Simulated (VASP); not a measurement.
# ZnSe (F-43m): a series in uniaxial stress along [001], part 2 of 2

Strain engineering needs slopes: what does uniaxial stress along [001] do to the lattice and the band edges of ZnSe?

VASP 6.6.1, plane waves and PAW; the level of theory is named at each step.

So far: Starting point; Relax the crystal, LDA; Strain across the axis, LDA; Band edges, HSE06.

### 5. All members

Hybrid runs start from orbitals of a short LDA run, not shown.

Runs beyond LDA use the data sets made with LDA; this shifts their levels slightly, and their total energies have another zero.

The other members went through these steps as far as the tables show, with the same cutoff and, step by step, the same mesh; 42 runs are not shown. The session took 8.8 core hours (wall time by ranks) on a shared machine.

```csv
strain along the axis (%),strain across the axis (%),"stress along the axis, tension positive (GPa)",energy above the unstrained row (meV/atom),"gap on the mesh, LDA (eV)"
-2.000,0.773,-1.009,1.462,1.224
-1.500,0.577,-0.767,0.835,1.236
-1.000,0.384,-0.516,0.388,1.248
-0.500,0.192,-0.262,0.103,1.261
0,0.000,-0.004,0.000,1.274
0.500,-0.185,0.266,0.070,1.259
1.000,-0.371,0.539,0.326,1.244
1.500,-0.555,0.818,0.768,1.229
2.000,-0.737,1.103,1.392,1.213
```

Slopes at zero strain, from cubics through all rows: strain ratio -0.377, stress over strain 53 GPa.

Band edges at HSE06, counted from the valence-band top at Γ, with one row partly withheld:

```
strain along the axis (%)  gap (eV)  conduction band at Γ (eV)  Δ or X valley along z (eV)  Δ or X valley along x (eV)  lowest conduction level at L, [111] (eV)  lowest conduction level at L, [-111] (eV)  second valence level below the top (eV)  third valence level below the top (eV)
                   -2.000     2.606                      2.607                       3.597                       3.737                                     3.707                                      3.707                                    0.104                                   0.104
                   -1.500     2.619                      2.619                       3.639                       3.744                                     3.726                                      3.726                                    0.079                                   0.079
                   -1.000         ?                          ?                       3.681                       3.751                                     3.744                                      3.744                                    0.053                                   0.053
                   -0.500     2.643                      2.644                       3.724                       3.759                                     3.762                                      3.762                                    0.027                                   0.027
                        0     2.656                      2.656                       3.768                       3.768                                     3.778                                      3.778                                    0.000                                   0.000
                    0.500     2.641                      2.641                       3.786                       3.751                                     3.766                                      3.766                                    0.000                                   0.027
                    1.000     2.625                      2.626                       3.803                       3.733                                     3.752                                      3.752                                    0.000                                   0.056
                    1.500     2.609                      2.609                       3.821                       3.716                                     3.736                                      3.736                                    0.000                                   0.084
                    2.000     2.592                      2.592                       3.839                       3.699                                     3.719                                      3.719                                    0.000                                   0.113
```

Conduction masses, in electron masses:

```
strain along the axis (%)  conduction mass at Γ, along the strain axis or the normal of the plane  conduction mass at Γ, across the strain axis or in the plane
                   -2.000                                                                   0.139                                                         0.138
                   -1.500                                                                   0.138                                                         0.138
                   -1.000                                                                   0.138                                                         0.138
                   -0.500                                                                   0.138                                                         0.138
                        0                                                                   0.138                                                         0.138
                    0.500                                                                   0.138                                                         0.138
                    1.000                                                                   0.138                                                         0.138
                    1.500                                                                   0.138                                                         0.138
                    2.000                                                                   0.137                                                         0.137
```

### 6. Fit and prediction

The quantity to fit is the conduction level at Γ above the mean of the three top valence levels at HSE06: 2.676, 2.672, 2.662, 2.656, 2.650, 2.644, 2.637, 2.630 eV in the rows shown.

A least-squares parabola through the 8 rows shown, with e the strain in %: E = − 7.89e-4 e² − 0.01151 e + 2.656 (eV), r.m.s. residual 8.8e-5 eV.

At e = -1 this predicts 2.6671 eV.

### 7. Prediction against calculation

The calculation gives 2.6670 eV, so the prediction is 0.0001 eV too high.

### 8. Outcome

- Poisson ratio: 0.377
- Young's modulus along the axis: 53 GPa
- gap of the unstrained cell, HSE06: 2.66 eV
- slope at zero strain of the conduction level at Γ above the mean of the three top valence levels, HSE06: -12 meV per %
- error of the predicted row: 0.1 meV
- valence shear potential |b|, HSE06: 1.32 eV

**Reading.** As a check, the curvature of the energy gives 53 GPa for the same modulus (energy per volume = E/2 × strain²), 0 % from the slope of the stress. At HSE06 the lowest conduction valley is Γ throughout, and the gap runs between 2.59 and 2.66 eV. Without spin-orbit coupling the three valence levels split by 3|b| times the difference of the strains; the rows within 1 % give |b| = 1.32 eV. Hole masses are left out throughout, since the top bands are degenerate or cross in many series; of conduction masses, those of the Γ, L and (for Si and Ge under (001) strain) Δ valleys are kept where they change by under an eighth between rows. HSE06 ran on a coarser mesh than the semilocal levels. Spin-orbit coupling is left out at HSE06, so the valence splittings there lack it. Δ or X levels are the lowest on their line, refined by a parabola unless they lie at X; the gap is read from all points sampled and can differ from the lowest valley by some meV, or by tens of meV where strain moves the valence top off Γ. Temperature, zero-point motion and excitons are left out.

[Lines on the potential files, build, host, timing and source positions are cut from VASP's logs without a mark.]

[Logs are printed without paths, hosts, clocks, repeated set-up lines and the standing remarks that a program may print on its own settings, such as how far it seeks lower states.]

[Hosts, paths, dates, database ids (printed as entryN), source tags and the programs' standing remarks are cut or masked in the printed files.]

[In band tables of VASP the shares of atoms and orbitals are scaled to a sum of 1 inside the atoms' spheres.]
